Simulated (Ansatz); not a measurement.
A 12-atom cell of SiC (P6_3mc) from a materials database at its r2SCAN geometry, run in Ansatz at 3 levels of theory. No spin polarisation and no zero-point or thermal motion.

The LDA input:
```yaml
crystal:
  lattice:
    - [3.0783105055, 0.0, 0.0]
    - [-1.5391552527, 2.6658950985, 0.0]
    - [0.0, 0.0, 15.1082189049]
  atoms:
    - { symbol: Si, position: [0.3333333333, 0.6666666667, 0.8329803525] }
    - { symbol: Si, position: [0.6666666667, 0.3333333333, 0.3329803525] }
    - { symbol: Si, position: [0.6666666667, 0.3333333333, 0.6664987296] }
    - { symbol: Si, position: [0.3333333333, 0.6666666667, 0.1664987296] }
    - { symbol: Si, position: [0.0, 0.0, 0.4997152403] }
    - { symbol: Si, position: [0.0, 0.0, 0.9997152403] }
    - { symbol: C, position: [0.0, 0.0, 0.8743698196] }
    - { symbol: C, position: [0.0, 0.0, 0.3743698196] }
    - { symbol: C, position: [0.3333333333, 0.6666666667, 0.7080026913] }
    - { symbol: C, position: [0.6666666667, 0.3333333333, 0.2080026913] }
    - { symbol: C, position: [0.6666666667, 0.3333333333, 0.5415341665] }
    - { symbol: C, position: [0.3333333333, 0.6666666667, 0.0415341665] }
kpoints:
  mp_grid: { grid: [12, 12, 2] }
  band_path:
    path:
      - [0.0, 0.0, 0.0]
      - [0.5, 0.0, 0.0]
      - [0.3333333333, 0.3333333333, 0.0]
      - [0.0, 0.0, 0.5]
      - [0.5, 0.0, 0.5]
      - [0.3333333333, 0.3333333333, 0.5]
      - [0.0, -0.5, 0.213542]
    npoints: 1
hamiltonian:
  xc: lda
scf:
  occupations: { method: fixed }
  n_extra_bands: 7
output:
  forces: true
  stress: true
  eigenvalues: true
  write_density: true
  write_potential: true
  elf: true
  volumetric_format: npy
```

Main results, then, where recorded, the levels near the gap in eV from the Fermi energy (columns number the bands from 0), one row a point of the path (Γ, M, K, A, L, H, L–M (0.57)):
```
Crystal: 12 atoms, lattice volume = 123.985 Å³
Symmetry: 12 space group operations
Space group: P63mc (ITA 186)
```
```
Basis set: ecut = 420 eV, 2415 PW (Γ)
Bands: 31, of which v1, the nominal top of the filled ones, is band 24 counted from 1 (23 counted from 0)
k-points: 38 of 288
Free energy (F): -5113.187098 eV
Fermi energy:    9.306571 eV
--- Forces (eV/Å), atoms counted from 1 ---
  atom   1  Si      0.00000      0.00000    -0.00113
  atom   2  Si      0.00000      0.00000    -0.00113
  atom   3  Si      0.00000      0.00000      0.00015
  atom   4  Si      0.00000      0.00000      0.00015
  atom   5  Si      0.00000      0.00000      0.00976
  atom   6  Si      0.00000      0.00000      0.00976
  atom   7  C       0.00000      0.00000    -0.00215
  atom   8  C       0.00000      0.00000    -0.00215
  atom   9  C       0.00000      0.00000      0.00193
  atom  10  C       0.00000      0.00000      0.00193
  atom  11  C       0.00000      0.00000    -0.00853
  atom  12  C       0.00000      0.00000    -0.00853
--- Stress (GPa, compression-positive) ---
       -4.161486       0.000000       0.000000
        0.000000      -4.161486       0.000000
        0.000000       0.000000      -4.240967
  P = ⅓ Tr σ = -4.1880 GPa (-41.880 kbar)
```
```tsv
band_21	band_22	band_23	band_24	band_25	band_26
-0.039	0.000	0.000	5.142	5.311	5.720
-1.789	-1.673	-1.103	1.979	2.160	3.140
-2.222	-2.078	-2.078	3.397	3.397	3.700
-0.096	-0.096	-0.096	5.208	5.208	5.951
-1.721	-1.310	-1.310	2.020	2.020	3.357
-2.649	-2.271	-2.271	3.580	3.580	4.273
-1.649	-1.572	-1.143	1.974	2.127	3.190
```

With LDA the valence top lies at Γ and the conduction bottom at L–M (0.57 of the way from L), 1.97 eV higher; the smallest vertical gap, at M, is 3.08 eV.

**Question.** Another run on the same cell gave
```
Basis set: ecut = 420 eV, 2415 PW (Γ)
Bands: 31, of which v1, the nominal top of the filled ones, is band 24 counted from 1 (23 counted from 0)
k-points: 14 of 72
hybrid outer 1: dexx = +4.828e-3 eV, tail = 5.70e-6 eV
hybrid outer 2: dexx = +6.159e-8 eV, tail = 5.30e-9 eV, Δε = 8.40e-4 eV, ΔF = 1.05e-3 eV/Å
Free energy (F): -5325.814293 eV
Fermi energy:    8.998688 eV
--- Forces (eV/Å), atoms counted from 1 ---
  atom   1  Si      0.00000      0.00000      0.01453
  atom   2  Si      0.00000      0.00000      0.01453
  atom   3  Si      0.00000      0.00000      0.00424
  atom   4  Si      0.00000      0.00000      0.00424
  atom   5  Si      0.00000      0.00000      0.00438
  atom   6  Si      0.00000      0.00000      0.00438
  atom   7  C       0.00000      0.00000    -0.00595
  atom   8  C       0.00000      0.00000    -0.00595
  atom   9  C       0.00000      0.00000    -0.00512
  atom  10  C       0.00000      0.00000    -0.00512
  atom  11  C       0.00000      0.00000    -0.01209
  atom  12  C       0.00000      0.00000    -0.01209
--- Stress (GPa, compression-positive) ---
        0.846074       0.000000       0.000000
        0.000000       0.846074       0.000000
        0.000000       0.000000       0.539741
  P = ⅓ Tr σ = 0.7440 GPa (7.440 kbar)
```
```tsv
band_21	band_22	band_23	band_24	band_25	band_26
-0.035	0.000	0.000	6.271	6.446	6.867
-1.888	-1.735	-1.166	2.927	3.137	4.187
-2.336	-2.185	-2.185	4.446	4.446	4.755
-0.101	-0.101	-0.101	6.340	6.340	7.107
-1.805	-1.383	-1.383	2.983	2.983	4.411
-2.774	-2.375	-2.375	4.634	4.634	5.353
-1.718	-1.659	-1.207	2.926	3.100	4.239
```
Which level of theory and mesh gave it?

**Answer.** It is DDH-PBE0, judged by the exchange loop and the size of the gap (a near hybrid could fit too), on 6×6×2; the blocks that differ from the first input, but for the band path:
```yaml
crystal:
  host: atoms
kpoints:
  mp_grid: { grid: [6, 6, 2] }
hamiltonian:
  xc:
    exchange: pbe
    correlation: pbe
    exx: { coeff: inverse_dielectric }
```
The DDH-PBE0 gap is indirect, 2.93 eV (Γ to L–M (0.57 of the way from L)), below the direct gap of 4.09 eV at M. The mean pressure at these positions is +0.7 GPa, compression counted positive. (The program warns that its thresholds are loose for a hybrid's stress.)

**Question.** Another run on the same cell gave
```
Basis set: ecut = 420 eV, 2415 PW (Γ)
Bands: 31, of which v1, the nominal top of the filled ones, is band 24 counted from 1 (23 counted from 0)
k-points: 14 of 72
hybrid outer 1: dexx = +2.547e-2 eV, tail = 2.79e-5 eV
hybrid outer 2: dexx = +3.887e-7 eV, tail = 2.56e-8 eV, Δε = 1.16e-3 eV, ΔF = 8.03e-4 eV/Å
Free energy (F): -5328.121939 eV
Fermi energy:    8.566821 eV
--- Forces (eV/Å), atoms counted from 1 ---
  atom   1  Si      0.00000      0.00000      0.01915
  atom   2  Si      0.00000      0.00000      0.01915
  atom   3  Si      0.00000      0.00000      0.00308
  atom   4  Si      0.00000      0.00000      0.00308
  atom   5  Si      0.00000      0.00000      0.00544
  atom   6  Si      0.00000      0.00000      0.00544
  atom   7  C       0.00000      0.00000    -0.00916
  atom   8  C       0.00000      0.00000    -0.00916
  atom   9  C       0.00000      0.00000    -0.00551
  atom  10  C       0.00000      0.00000    -0.00551
  atom  11  C       0.00000      0.00000    -0.01300
  atom  12  C       0.00000      0.00000    -0.01300
--- Stress (GPa, compression-positive) ---
       -1.208064       0.000000       0.000000
        0.000000      -1.208064       0.000000
        0.000000       0.000000      -1.529888
  P = ⅓ Tr σ = -1.3153 GPa (-13.153 kbar)
```
```tsv
band_21	band_22	band_23	band_24	band_25	band_26
-0.033	0.000	0.000	7.119	7.299	7.728
-1.966	-1.788	-1.214	3.640	3.862	4.947
-2.426	-2.268	-2.268	5.202	5.202	5.527
-0.105	-0.105	-0.105	7.189	7.189	7.974
-1.871	-1.439	-1.439	3.703	3.703	5.175
-2.875	-2.460	-2.460	5.390	5.390	6.141
-1.774	-1.726	-1.258	3.641	3.824	4.999
```
Which level of theory and mesh gave it?

**Answer.** It is PBE0, judged by the exchange loop and the size of the gap (a near hybrid could fit too), on 6×6×2; the blocks that differ from the first input, but for the band path:
```yaml
kpoints:
  mp_grid: { grid: [6, 6, 2] }
hamiltonian:
  xc: pbe0
```
With PBE0 the valence top lies at Γ and the conduction bottom at M, 3.64 eV higher; the smallest vertical gap, at M, is 4.85 eV. The mean pressure is -1.3 GPa (compression positive), so PBE0 would shrink the cell's volume. The stress of a hybrid is loosely converged here.

The hybrids run on coarser meshes, which limits their stresses and small splittings of levels.

Totals of different functionals can't be compared.

The meshes of the hybrids are coarse, so their gaps aren't converged to the digits shown.
